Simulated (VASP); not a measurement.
Input of a VASP 6.6.1 run:

File INCAR:

```
SYSTEM = MoH6
PREC = Normal
ENCUT = 520
EDIFF = 1E-4
ISMEAR = 0
SIGMA = 0.15
LREAL = .False.
LASPH = .True.
NELM = 60
ALGO = Fast
ISIF = 3
LWAVE = .False.
LCHARG = .False.
GGA = PE
IBRION = 2
NSW = 24
EDIFFG = -0.08
```

Contents of KPOINTS:

```
Automatic mesh
0
Gamma
  4 4 4
  0 0 0
```

The input POSCAR:

```
MoH6
1.0
    0.0000000000      3.2141875000      3.2141875000
    3.2141875000      0.0000000000      3.2141875000
    3.2141875000      3.2141875000      0.0000000000
H Mo
6 1
Direct
    0.7890084100      0.2109915900      0.2109915900
    0.2109915900      0.7890084100      0.7890084100
    0.2109915900      0.2109915900      0.7890084100
    0.7890084100      0.7890084100      0.2109915900
    0.7890084100      0.2109915900      0.7890084100
    0.2109915900      0.7890084100      0.2109915900
    0.7500000000      0.7500000000      0.7500000000
```

Potentials or basis: VASP PAW PBE potentials, release 64 (H, Mo_sv).

Run with:

```console
$ cat potpaw_PBE.64/H/POTCAR potpaw_PBE.64/Mo_sv/POTCAR > POTCAR
$ mpirun -np 1 vasp_std > vasp.out
```

Q: Predict the relaxed cell.

A: a = 3.802 Å, b = 3.802 Å, c = 3.802 Å, α = 60.00°, β = 60.00°, γ = 60.00°.

Q: Predict the band gap on the k mesh.

A: None (metal or under the smearing width).

The path:
```csv
step,energy change (eV),largest force (eV/Å),pressure (GPa),volume (Å³)
1,0.0000,0.1447,-26.15,66.41
2,-2.1918,0.2881,-23.15,52.61
3,-3.3096,0.4270,-8.53,42.49
4,-3.4125,0.4952,2.88,38.48
5,-3.4168,0.4811,-0.23,39.27
6,-3.4905,0.3784,0.36,39.06
7,-3.6170,0.1420,1.71,38.44
8,-3.5779,0.1704,6.90,37.22
9,-3.6406,0.0291,3.34,37.99
10,-3.6457,0.0090,-2.35,39.51
11,-3.6502,0.0171,0.76,38.88
```

Caveat: the k mesh is coarse (spacing up to 0.42 Å⁻¹), so the values aren't converged; the volume moved by over 15 % at a fixed basis, so the end points are rough; the relaxation stopped at a loose force limit of 0.08 eV/Å, so its end isn't a converged minimum.
